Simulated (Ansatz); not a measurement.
Method: DFT r2SCAN, scalar-relativistic, plane waves, PAW in Ansatz 0.2.0.

Structure of Al$_{2}$Ru:

```
CELL_PARAMETERS angstrom
0.00000 3.98951 4.39145
2.35336 0.00000 4.39145
2.35336 3.98951 0.00000
ATOMIC_POSITIONS crystal
Al 0.07905 0.42095 0.07905
Al 0.42095 0.07905 0.42095
Al 0.17095 0.82905 0.17095
Al 0.82905 0.17095 0.82905
Ru 0.75000 0.75000 0.75000
Ru 0.50000 0.50000 0.50000
```

Cutoff 500 eV; k points 10×10×10 on the computed 6-atom cell (Γ-centred); Gaussian smearing, width 0.01 eV; no spin polarisation.

Levels along Γ–Y–T–Z–Γ–Σ0 | U0–T | Y–C0 | A0–Z, in eV from a zero inside the gap, sorted by energy at each point. Points in fractions of the primitive reciprocal vectors: Γ (0.000 0.000 0.000), Y (0.500 0.000 0.500), T (1.000 0.500 0.500), Z (0.500 0.500 0.000), Σ0 (0.000 0.409 0.409), U0 (1.000 0.591 0.591), C0 (0.500 0.235 0.735), A0 (0.500 0.765 0.265).
```tsv
point	k (1/Å, with 2π)	band 19	band 20	band 21	band 22	band 23	band 24	band 25
Γ	0.000	-2.19	-1.44	-1.31	-0.09	1.76	2.28	2.43
-	0.394	-1.99	-1.63	-1.61	-1.42	0.71	2.12	3.10
Y	0.787	-2.52	-2.52	-1.61	-1.61	1.79	1.79	2.56
-	1.145	-2.66	-2.66	-1.62	-1.62	0.49	0.49	3.51
T	1.503	-2.70	-2.70	-1.39	-1.39	0.34	0.34	4.80
-	1.897	-2.25	-2.25	-1.22	-1.22	0.63	0.63	3.29
Z	2.290	-1.75	-1.75	-1.46	-1.46	2.27	2.27	2.59
-	2.648	-2.84	-1.71	-0.85	-0.65	1.43	2.07	2.58
Γ	3.006	-2.19	-1.44	-1.31	-0.09	1.76	2.28	2.43
-	3.551	-2.32	-1.70	-1.50	-1.30	0.34	0.77	1.40
Σ0	4.097	-2.56	-2.38	-1.72	-1.29	0.15	1.09	3.74
U0	4.097	-2.56	-2.38	-1.72	-1.29	0.15	1.09	3.74
-	4.219	-2.76	-2.57	-1.56	-1.26	0.22	0.60	4.38
T	4.341	-2.70	-2.70	-1.39	-1.39	0.34	0.34	4.80
Y	4.341	-2.52	-2.52	-1.61	-1.61	1.79	1.79	2.56
-	4.654	-2.52	-2.52	-1.54	-1.54	1.64	1.64	2.53
C0	4.968	-2.18	-2.18	-1.27	-1.27	1.72	1.72	2.75
A0	4.968	-2.18	-2.18	-1.27	-1.27	1.72	1.72	2.75
-	5.322	-2.25	-2.25	-1.34	-1.34	2.11	2.11	2.94
Z	5.676	-1.75	-1.75	-1.46	-1.46	2.27	2.27	2.59
```